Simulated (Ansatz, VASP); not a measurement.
**One calculation of GaO, two programs**

```xyz
2
Lattice="0.0000 2.4308 2.4308 2.4308 0.0000 2.4308 2.4308 2.4308 0.0000" Properties=species:S:1:pos:R:3 pbc="T T T"
Ga    0.0000    0.0000    0.0000
O     1.2154    1.2154    1.2154
```

Change from the starting cell: species swapped into the CuCl type (F-43m, No. 216).

Alike in both runs: task single point; functional PBE; k mesh 6 × 6 × 6; occupations gaussian, width 0.1 eV; collinear spin.

|  | VASP | Ansatz |
| --- | --- | --- |
| version | VASP 6.6.1 | Ansatz 0.2.0 |
| potentials or method | VASP PAW PBE potentials, release 64 (Ga_d, O) | scalar-relativistic, plane waves, PAW |
| plane-wave cutoff (eV) | 520 | 420 |
| valence electrons in the cell | 19 | 19 |

```tsv
	VASP	Ansatz	Ansatz less VASP
gap on the k mesh at the Fermi level (eV)	none	none	-
pressure (GPa)	0.5	0.0	-0.44
net moment per atom (μB)	0.00	0.00	0.000
```

A gap of «none» marks a metal or a gap that the smearing closes. The functional is the same, so the differences come from potentials, cutoffs and numerics. Ansatz warned: «seeded_moment_not_kept».

Caveats: the k mesh is coarse (spacing up to 0.37 Å⁻¹), so the values aren't converged.
